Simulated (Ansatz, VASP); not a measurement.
## Two plane-wave programs on KF (Carobbiite)

INCAR

```
SYSTEM = KF
PREC     = Accurate       ! precision mode
ENCUT    = 520            ! plane-wave cutoff, eV
EDIFF    = 1E-6           ! SCF threshold, eV
ISMEAR   = 0              ! smearing method
SIGMA    = 0.01           ! smearing width, eV
LREAL    = .False.        ! projectors in reciprocal space
LASPH    = .True.         ! aspherical terms in the spheres
NELM     = 100            ! most SCF steps
ALGO     = Fast           ! electronic algorithm
ISIF     = 2              ! what is computed and relaxed
LWAVE    = .False.        ! write WAVECAR
LCHARG   = .False.        ! write CHGCAR
GGA      = PE             ! functional
NBANDS   = 15             ! bands
```

Contents of KPOINTS:

```
Automatic mesh
0
Gamma
  6 6 6
  0 0 0
```

POSCAR

```
KF
1.0
    0.0000000000      2.6718500000      2.6718500000
    2.6718500000      0.0000000000      2.6718500000
    2.6718500000      2.6718500000      0.0000000000
K F
1 1
Direct
    0.0000000000      0.0000000000      0.0000000000
    0.5000000000      0.5000000000      0.5000000000
```

Input for Ansatz:

```yaml
crystal:
  lattice:
    - [0.0, 2.67185, 2.67185]
    - [2.67185, 0.0, 2.67185]
    - [2.67185, 2.67185, 0.0]
  atoms:
    - { symbol: K, position: [0.0, 0.0, 0.0] }
    - { symbol: F, position: [0.5, 0.5, 0.5] }
kpoints:
  mp_grid:
    grid: [6, 6, 6]
    shift: [0.0, 0.0, 0.0]
hamiltonian:
  xc: pbe
  pseudopotentials:
    kind: paw
scf:
  occupations:
    method: fixed
output:
  polarization:
    string_points: 6
```

Alike in both runs: task single point; functional PBE; k mesh 6 × 6 × 6; no spin polarisation.

|  | VASP | Ansatz |
| --- | --- | --- |
| version | VASP 6.6.1 | Ansatz 0.2.0 |
| potentials or method | VASP PAW PBE potentials, release 64 (K_sv, F) | plane waves, PAW |
| plane-wave cutoff (eV) | 520 | 420 |
| occupations | gaussian, width 0.01 eV | fixed |
| valence electrons in the cell | 16 | 16 |

Ansatz gave:

* gap on the k mesh at the Fermi level (eV): 6.18

Q: Which values does VASP return?

A: gap on the k mesh at the Fermi level (eV): 6.17.
